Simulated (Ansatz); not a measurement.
# Property card for Pt

These are results of DFT PBE, scalar-relativistic, plane waves, PAW in Ansatz 0.2.0, not measurements.

Cutoff 420 eV; k points 18×18×10 on the computed 2-atom cell (Γ-centred); Gaussian smearing, width 0.10 eV; no spin polarisation.

The structure is relaxed at this level of theory with its symmetry kept. This form isn't the element's structure at ambient conditions.

```
CELL_PARAMETERS angstrom
2.75854 0.00000 0.00000
-1.37927 2.38897 0.00000
0.00000 0.00000 4.78138
ATOMIC_POSITIONS crystal
Pt 0.66667 0.33333 0.75000
Pt 0.33333 0.66667 0.25000
```

* Space group: P6_3/mmc (No. 194)
* Volume per atom: 15.75 Å³
* Formation energy from the elements' standard states (uncorrected): +0.061 eV/atom
* Kohn–Sham band gap: none (metal)
* Density of states at the Fermi level: 3.57 states/eV per cell
* Löwdin character within 0.5 eV of the Fermi level: Pt 5d 95 %
* Bulk modulus: 239 GPa
* Its pressure derivative: 5.6
* Bader charges (e): Pt (2 in the cell) 0.00

Spin-orbit coupling is left out, which matters for the bands of heavy elements.